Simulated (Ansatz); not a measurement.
## AlRu: an elastic constant from a strain scan

Method: Ansatz 0.2.0, DFT PBE, scalar-relativistic, plane waves, PAW. Cutoff 420 eV, Γ-centred 20×20×20 k-points, Gaussian smearing of 0.15 eV. No spin polarisation. Energies are free energies at this smearing, counted from the undisturbed cell; pressure is positive in compression.

The starting cell (relaxed at this level; it needn't be the usual structure):

```xyz
2
Lattice="3.0041 0.0000 0.0000 0.0000 3.0041 0.0000 0.0000 0.0000 3.0041" Properties=species:S:1:pos:R:3 pbc="T T T"
Al    0.0000    0.0000    0.0000
Ru    1.5020    1.5020    1.5020
```

The cell is strained by ε times the Voigt pattern (0, 1, 0, 0, 0, 0) (xx, yy, zz, yz, xz, xy; engineering shear) with fractional coordinates fixed. The cell holds 2 atoms in V0 = 27.11 Å³. The stress column is τ = (1/V0) dE/dε, got from the stress tensor σ (compression positive) at each point as −det(1 + εP) σ : P(1 + εP)⁻¹, with P the pattern as a tensor.

| ε | ΔE (meV/atom) | τ (GPa) |
| --- | --- | --- |
| -0.0600 | 55.727 | -23.799 |
| -0.0450 | 30.084 | -16.760 |
| -0.0300 | 12.850 | -10.524 |
| -0.0150 | 3.088 | -4.968 |
| 0.0000 | 0.000 | 0.008 |
| 0.0150 | 2.897 | 4.480 |
| 0.0300 | 11.183 | 8.508 |
| 0.0450 | 24.325 | 12.140 |
| 0.0525 | 32.567 | 13.820 |
| 0.0600 | ? | ? |

Which combination of elastic constants does this scan measure, and how large is it?

For small ε, τ = τ0 + Kε with K = pᵀCp, which for this pattern is C11 in the cubic axes. The parabola through τ at ε = -0.0150, 0 and 0.0150 has slope K = 315 GPa at zero. The energies per cell, E = NΔE, of the same two points give K = 2[E(ε₊)/ε₊ − E(ε₋)/ε₋]/[(ε₊ − ε₋)V0] = 314 GPa, in agreement.

Predict the withheld row at ε = 0.0600 from the harmonic law, and compare.

ΔE = V0(τ0 ε + Kε²/2)/N = 47.996 meV/atom and τ = 18.90 GPa. The calculation gives 41.846 meV/atom and 15.41 GPa: the energy lies 13 % below the harmonic value, as bonds soften when stretched.

In a metal these slopes depend on the k mesh and the smearing.